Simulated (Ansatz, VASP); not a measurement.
## Cu in VASP and in Ansatz

```
Cu
1.0
     2.54513    0.00000    0.00000
    -1.27256    2.20415    0.00000
     0.00000    0.00000    4.15066
Cu
2
Direct
  0.33333 0.66667 0.25000
  0.66667 0.33333 0.75000
```

Alike in both runs: functional r2SCAN; k mesh 18 × 18 × 10; occupations gaussian, width 0.1 eV; no spin polarisation; Hubbard terms Cu d U = 5.0 eV.

Ansatz relaxed the structure, and its values are those at the end. VASP's run is a single point on that final structure, the one shown.

|  | VASP | Ansatz |
| --- | --- | --- |
| version | VASP 6.6.1 | Ansatz 0.2.0 |
| potentials or method | VASP PAW PBE potentials, release 64 (Cu) | scalar-relativistic, plane waves, PAW |
| plane-wave cutoff (eV) | 520 | 500 |
| valence electrons in the cell | 22 | 38 |

|  | VASP | Ansatz | Ansatz less VASP |
| --- | --- | --- | --- |
| gap on the k mesh at the Fermi level (eV) | none | none | - |
| pressure (GPa) | -3.6 | 0.0 | +3.61 |

The programs project onto different local orbitals, so the same U acts differently. A gap of «none» marks a metal or a gap that the smearing closes. The two sets of potentials don't hold the same shells in valence. Ansatz warned: «filled_band_counts_differ_across_k_points».

Caveats: the PAW data sets were made with another functional, which shifts forces and pressure a little (VASP); U without spin polarisation on a metal has little footing; the U is typed as a test and isn't derived for this compound.
